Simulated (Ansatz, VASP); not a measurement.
## MnO2 in VASP and in Ansatz

The input INCAR:

```
SYSTEM = MnO2
ALGO = Fast ; EDIFF = 1E-6
ENCUT = 520 ; GGA = PE
ISIF = 2 ; ISMEAR = 0
ISPIN = 2 ; LASPH = .TRUE.
LCHARG = .FALSE. ; LMAXMIX = 4
LORBIT = 11 ; LREAL = .FALSE.
LWAVE = .FALSE. ; MAGMOM = 4 -4 0 0 0 0
NBANDS = 38 ; NELM = 150
PREC = Accurate ; SIGMA = 0.1
```

Contents of KPOINTS:

```
k-points
0
G
  4 4 6
  0 0 0
```

Contents of POSCAR:

```
MnO2
1.0
    4.4004180000      0.0000000000      0.0000000000
    0.0000000000      4.4004180000      0.0000000000
    0.0000000000      0.0000000000      2.8670780000
Mn O
2 4
Direct
    0.0000000000      0.0000000000      0.0000000000
    0.5000000000      0.5000000000      0.5000000000
    0.3049160000      0.3049160000      0.0000000000
    0.1950840000      0.8049160000      0.5000000000
    0.6950840000      0.6950840000      0.0000000000
    0.8049160000      0.1950840000      0.5000000000
```

Input for Ansatz:

```yaml
crystal:
  lattice:
    - [4.400418, 0.0, 0.0]
    - [0.0, 4.400418, 0.0]
    - [0.0, 0.0, 2.867078]
  atoms:
    - { symbol: Mn, position: [0.0, 0.0, 0.0], spin: 4.0 }
    - { symbol: Mn, position: [0.5, 0.5, 0.5], spin: -4.0 }
    - { symbol: O, position: [0.304916, 0.304916, 0.0] }
    - { symbol: O, position: [0.195084, 0.804916, 0.5] }
    - { symbol: O, position: [0.695084, 0.695084, 0.0] }
    - { symbol: O, position: [0.804916, 0.195084, 0.5] }
basis:
  ecutwfc: 420
kpoints:
  mp_grid: { grid: [4, 4, 6] }
hamiltonian:
  xc: pbe
scf:
  occupations: { method: gaussian, width: 0.1 }
output:
  forces: true
  stress: true
  eigenvalues: true
  populations: true
magnetization:
  spin_polarized: true
```

The cell is a database's computed one.

Alike in both runs: task single point; functional PBE; k mesh 4 × 4 × 6; occupations gaussian, width 0.1 eV; collinear spin.

|  | VASP | Ansatz |
| --- | --- | --- |
| version | VASP 6.6.1 | Ansatz 0.2.0 |
| potentials or method | VASP PAW PBE potentials, release 64 (Mn_pv, O) | scalar-relativistic, plane waves, PAW |
| plane-wave cutoff (eV) | 520 | 420 |
| valence electrons in the cell | 50 | 54 |

VASP gave:

```
gap on the k mesh at the Fermi level (eV)                     : none
pressure (GPa)                                                : 4.0
largest component of the traceless stress (GPa)               : 0.00
rms of the force components (eV/Å)                            : 0.074
net moment per atom (μB)                                      : 0.00
size of the moment on the site where the two differ most (μB) : 2.50
```

Problem. What did Ansatz give for the same quantities?

Solution. gap on the k mesh at the Fermi level (eV): none; pressure (GPa): 3.1; largest component of the traceless stress (GPa): 0.18; rms of the force components (eV/Å): 0.058; net moment per atom (μB): 0.00; size of the moment on the site where the two differ most (μB): 2.22.

Site moments also hang on the region over which each program counts them. Atom by atom the forces differ by 0.016 eV/Å (rms over components). A gap of «none» marks a metal or a gap that the smearing closes. The two sets of potentials don't hold the same shells in valence.

Caveats: the k mesh is coarse (spacing up to 0.37 Å⁻¹), so the values aren't converged; semilocal functionals often make such compounds metallic where correlation or magnetic order opens a gap, which also shifts bond lengths. With open d or f shells a metallic result of PBE can be an artefact of self-interaction; +U or a hybrid may open a gap.
